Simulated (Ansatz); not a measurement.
PtS2:

```xyz
3
Lattice="3.5432 0.0000 0.0000 -1.7716 3.0685 0.0000 0.0000 0.0000 5.0388" Properties=species:S:1:pos:R:3 pbc="T T T"
Pt    0.0000    0.0000    0.0000
S     1.7716    1.0228    3.8950
S     0.0000    2.0457    1.1438
```

Base run:

* Program: Ansatz 0.2.0
* Functional: PBEsol
* Potentials or basis: Ansatz PAW
* Cutoff: 420 eV (not typed: the program's choice for these potentials)
* k mesh: 9 × 9 × 5
* Occupations: fermi-dirac, width 0.05 eV
* Spin: no spin polarisation

Its results: band gap on the k mesh 0.95 eV, indirect (least direct gap 0.99 eV); pressure 6.4 GPa; largest force 0.952 eV/Å.

The run is repeated on the same cell with these changes: hubbard terms from none to Pt d U = 4 eV; hubbard projectors from none to ortho-atomic (the default). What comes out?

Band gap on the k mesh 0.88 eV, indirect (least direct gap 0.98 eV); pressure 6.9 GPa; largest force 1.056 eV/Å.

Caveats: odd divisions of the mesh miss points on the zone boundary, where band edges often lie, so the gap on the mesh can be too wide; spin-orbit coupling is left out, which moves the levels of the heavy elements; the PAW data sets come from PBE, with cores solved anew for the run's functional, which leaves a small shift of forces and pressure; forces of over 1 eV/Å show positions far from the minimum, so gaps and moduli don't describe the material at rest (some runs).

A k mesh can miss the band edges.
